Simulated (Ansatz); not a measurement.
I need a check of forces and pressure against finite differences of AgCl (distorted cell). Use Ansatz 0.2.0 through its Python package. Use (first run): PBEsol, PAW, cutoff 540 eV, 4×4×4 k-points, Fermi-Dirac smearing of 0.05 eV.

```
Ag Cl
1.0
    -0.00021    2.74979    2.76226
     2.77112   -0.05800    2.82006
     2.70844    2.74490    0.00468
Ag Cl
1 1
Direct
  0.99139 0.99139 0.00647
  0.50290 0.48828 0.51322
```

`fdcheck.py`
```python
"""Do the forces of AgCl match the slope of the free energy, atoms off their sites."""

import warnings

import ansatz as az
import numpy as np

vectors0 = np.array([
    [-0.00021, 2.74979, 2.76226],
    [2.77112, -0.058, 2.82006],
    [2.70844, 2.7449, 0.00468],
])
sites = [
    ("Ag", [0.99139, 0.99139, 0.00647]),
    ("Cl", [0.5029, 0.48828, 0.51322]),
]


def make_crystal(cell):
    crystal = az.Crystal(lattice=az.Lattice.of(cell))
    for symbol, position in sites:
        crystal = crystal.atom(symbol, position)
    return crystal


def main() -> None:
    warnings.simplefilter("ignore", az.DeckWarning)

    def solve(crystal):
        return (
            crystal.calculation()
            .functional("pbesol")
            .occupations("fermi_dirac", width=0.05)  # the run then minimises F = E - TS
            .basis(540, xc_grid=2)
            .kpoints(4, 4, 4)  # the mesh must be finer for metals
            .scf(tolerance=1e-09)
            .forces()
            .stress()
            .run(threads=1)
        ).report


    centre = solve(make_crystal(vectors0))
    start = make_crystal(vectors0)
    # move one atom both ways along a Cartesian axis
    print(f"force on atom 1 along x: analytic {centre['forces_ev_ang'][1][0]:.4f} eV/A")
    for h in (0.005, 0.02):
        shift = np.eye(3)[0] * h @ np.linalg.inv(vectors0)
        plus, minus = (solve(start.move(1, to=np.array(sites[1][1]) + sign * shift))["lagrangian_ev"] for sign in (1, -1))
        print(f"  step {h} A: numerical {-(plus - minus) / (2 * h):.4f} eV/A")
    # P = -dF/dV; the difference feels the change of the plane-wave count with the cell
    volume = abs(np.linalg.det(vectors0))
    larger, smaller = (solve(make_crystal(vectors0 * (1 + sign * 0.005) ** (1 / 3)))["lagrangian_ev"] for sign in (1, -1))
    numerical = -(larger - smaller) / (0.01 * volume) * 160.21766
    print(f"pressure: analytic {np.trace(centre['stress_gpa']) / 3:.3f}, numerical {numerical:.3f} GPa")


if __name__ == "__main__":
    main()
```

```console
$ python fdcheck.py
force on atom 1 along x: analytic -0.0083 eV/A
  step 0.005 A: numerical -0.0083 eV/A
  step 0.02 A: numerical -0.0084 eV/A
pressure: analytic -2.176, numerical -2.174 GPa
```

Reading the output:
- Energy and stress may still move on a finer k-point mesh.
- The program warned that this SCF threshold is loose for forces or stresses.
- Of the deposited cell: the entry's cell lengths or inner coordinates differ somewhat from later room-temperature determinations.
- Pressure is positive in compression.
- The cell is a database structure, distorted on purpose.
- The central difference errs as the square of the step, so the shorter step is the fairer test; what remains comes from the finite grid and the SCF threshold.
- The script silences the warnings on its input, which a real study should read.
- Finished in 17 s on 1 thread of Arm Neoverse V2 (shared host), peak memory 0.41 GiB.
